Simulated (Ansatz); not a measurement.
KI in the CsCl-type structure, relaxed with r2SCAN: 8 runs in the PAW code Ansatz, each a construction of maximally localised Wannier functions. Space group Pm-3m (No. 221), cubic; a = 4.291 Å in the conventional setting, 39.50 Å³ an atom. K has 8 I at 3.72 Å; I has 8 K at 3.72 Å. The calculation is spin-unpolarised, and the structure need not be a phase that has been made.

```yaml
crystal:
  lattice:
    - [4.29094, 0.00000, 0.00000]
    - [0.00000, 4.29094, 0.00000]
    - [0.00000, 0.00000, 4.29094]
  atoms:
    - { symbol: K, position: [0.00000, 0.00000, 0.00000] }
    - { symbol: I, position: [0.50000, 0.50000, 0.50000] }
```

Windows count from the top of the filled bands; a dash means that no such window was set (without an outer window there is no disentanglement). Rows marked drawn have settings drawn at random (some not listed).

```
functional  SCF mesh  trial orbitals  functions   mesh  window (eV)  frozen (eV)  settings  Ω total (Å²)  Ω invariant (Å²)  largest spread (Å²)  least projectability  interpolation miss of the model's filled bands (eV, to the nearest computed level)
       PBE     6×6×6        I s, I p          4  4×4×4            –            –    chosen          7.12              5.85                 1.79                  0.96                                                                               0.053
       PBE     6×6×6        I s, I p          4  6×6×6            –            –    chosen          7.43              6.14                 1.86                  0.96                                                                               0.012
       PBE     6×6×6             I p          3  4×4×4            –            –    chosen          6.77              6.76                 2.26                  0.97                                                                               0.052
    r2SCAN     6×6×6        I s, I p          4  4×4×4            –            –    chosen          6.99              5.71                 1.75                  0.96                                                                               0.042
    r2SCAN     6×6×6             I p          3  4×4×4            –            –    chosen          6.64              6.63                 2.21                  0.97                                                                               0.041
     HSE06     4×4×4        I s, I p          4  4×4×4            –            –    chosen          6.99              5.71                 1.75                  0.96                                                                                   –
     HSE06     4×4×4             I p          3  4×4×4            –            –    chosen          6.62              6.62                 2.21                  0.97                                                                                   –
       PBE     6×6×6             I p          3  2×2×2            –            –     drawn          5.40              5.40                 1.80                  0.98                                                                               0.177
```

A dash in the last column means that the miss wasn't evaluated.

For I s, I p with PBE the spread goes 7.12 Å² (4×4×4), 7.43 Å² (6×6×6): finite differences on a coarse mesh understate it.

No spin-orbit coupling is included; it can move band edges with weight on the heavy atoms by tenths of an eV.
